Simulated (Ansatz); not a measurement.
**BaTiO3: energy against volume**

Aim, for BaTiO3: follow energy and moments against volume.

Program: Ansatz 0.2.0. Level of theory: DFT r2SCAN+U, scalar-relativistic, plane waves, PAW. These are calculated values, not measurements.

### 1 The structure to begin with

It takes space group R3m (No. 160, trigonal). The conventional cell has a = 5.655 Å, b = 5.655 Å, c = 6.953 Å, α = 90.00°, β = 90.00°, γ = 120.00°. Ba (site symmetry 3m) is surrounded by 12 O at 2.79 to 2.88 Å. Around Ti (site symmetry 3m) lie 6 O at 1.88 to 2.14 Å. Around O (site symmetry m) lie 2 Ti at 1.88 to 2.14 Å and 1 Ba at 2.79 Å.

Coordinates:

```
Ba Ti O
1.0
     2.82767    1.63255    2.31773
    -2.82767    1.63255    2.31773
     0.00000   -3.26511    2.31773
Ba Ti O
1 1 3
Direct
  0.00000 0.00000 0.00000
  0.51400 0.51400 0.51400
  0.49160 0.49160 0.98150
  0.49160 0.98150 0.49160
  0.98150 0.49160 0.49160
```

The structure comes from the Crystallography Open Database; it is used as listed.

### 2 The base input

The input, input.yaml:

```yaml
crystal:
  lattice:
    - [2.8276681575, 1.6325549719, 2.317731608]
    - [-2.8276681575, 1.6325549719, 2.317731608]
    - [0.0, -3.2651099438, 2.317731608]
  atoms:
    - { symbol: Ba, position: [0.0, 0.0, 0.0] }
    - { symbol: Ti, position: [0.514, 0.514, 0.514] }
    - { symbol: O, position: [0.4916, 0.4916, 0.9815] }
    - { symbol: O, position: [0.4916, 0.9815, 0.4916] }
    - { symbol: O, position: [0.9815, 0.4916, 0.4916] }
basis:
  ecutwfc: 500
kpoints:
  mp_grid: { grid: [6, 6, 6] }
hamiltonian:
  xc: r2scan
  hubbard: { sites: [{ species: Ti, l: d, u_eff: 4.0 }] }
scf:
  occupations: { method: gaussian, width: 0.02 }
output:
  forces: true
  stress: true
  eigenvalues: true
  populations: true
```

Its results, from an earlier run: -2036.0836 eV/atom at zero smearing, pressure 3.37 GPa, largest force 0.495 eV/Å, gap on the mesh 3.22 eV, in 8 SCF cycles and 19 s.

### 3 V/V0 = 1.06, start: large parallel starting moments

The input, input.yaml:

```yaml
crystal:
  lattice:
    - [2.8831267109, 1.6645739827, 2.3631888665]
    - [-2.8831267109, 1.6645739827, 2.3631888665]
    - [0.0, -3.3291479653, 2.3631888665]
  atoms:
    - { symbol: Ba, position: [0.0, 0.0, 0.0] }
    - { symbol: Ti, position: [0.514, 0.514, 0.514], spin: 2.5 }
    - { symbol: O, position: [0.4916, 0.4916, 0.9815] }
    - { symbol: O, position: [0.4916, 0.9815, 0.4916] }
    - { symbol: O, position: [0.9815, 0.4916, 0.4916] }
basis:
  ecutwfc: 500
kpoints:
  mp_grid: { grid: [6, 6, 6] }
hamiltonian:
  xc: r2scan
  hubbard: { sites: [{ species: Ti, l: d, u_eff: 4.0 }] }
scf:
  occupations: { method: gaussian, width: 0.02 }
output:
  forces: true
  stress: true
  eigenvalues: true
  populations: true
magnetization:
  spin_polarized: true
```

The run is started by

```
ansatz run input.yaml --threads 1 --pin off --max-ram 2560MiB --backend cpu --events-out ev --progress --plain --runs-dir out
```

### 4 V/V0 = 1.12, start: large parallel starting moments

input.yaml, as its differences from that of step 3:

```diff
@@ -2,5 +2,5 @@
   lattice:
-    - [2.8831267109, 1.6645739827, 2.3631888665]
-    - [-2.8831267109, 1.6645739827, 2.3631888665]
-    - [0.0, -3.3291479653, 2.3631888665]
+    - [2.936530046, 1.6954064125, 2.4069615408]
+    - [-2.936530046, 1.6954064125, 2.4069615408]
+    - [0.0, -3.390812825, 2.4069615408]
   atoms:
```

### 5 V/V0 = 1.2, start: large parallel starting moments

input.yaml, as its differences from that of step 4:

```diff
@@ -2,5 +2,5 @@
   lattice:
-    - [2.936530046, 1.6954064125, 2.4069615408]
-    - [-2.936530046, 1.6954064125, 2.4069615408]
-    - [0.0, -3.390812825, 2.4069615408]
+    - [3.0048457984, 1.7348485306, 2.4629573543]
+    - [-3.0048457984, 1.7348485306, 2.4629573543]
+    - [0.0, -3.4696970611, 2.4629573543]
   atoms:
```

### 6 V/V0 = 1.3, start: large parallel starting moments

input.yaml, as its differences from that of step 5:

```diff
@@ -2,5 +2,5 @@
   lattice:
-    - [3.0048457984, 1.7348485306, 2.4629573543]
-    - [-3.0048457984, 1.7348485306, 2.4629573543]
-    - [0.0, -3.4696970611, 2.4629573543]
+    - [3.0860969027, 1.7817588775, 2.5295557818]
+    - [-3.0860969027, 1.7817588775, 2.5295557818]
+    - [0.0, -3.5635177551, 2.5295557818]
   atoms:
```

(Steps that only read results are left out.)

What results come out of these runs, taken together? Wanted: lowest point, start “large parallel starting moments”.

The runs gave:

```
                                             quantity        value
lowest point, start “large parallel starting moments”  V/V0 = 1.06
```

What this shows: For the start “large parallel starting moments” the lowest point lies at V/V0 = 1.06, the smallest volume tried; all points are expanded cells, and the minimum lies below them. From this start no run keeps a moment; that shows where this start leads, and other orders were not tried at these volumes. The listed cell is far from this method's equilibrium (3.4 GPa, forces up to 0.50 eV/Å), so its values are not those of the relaxed crystal.
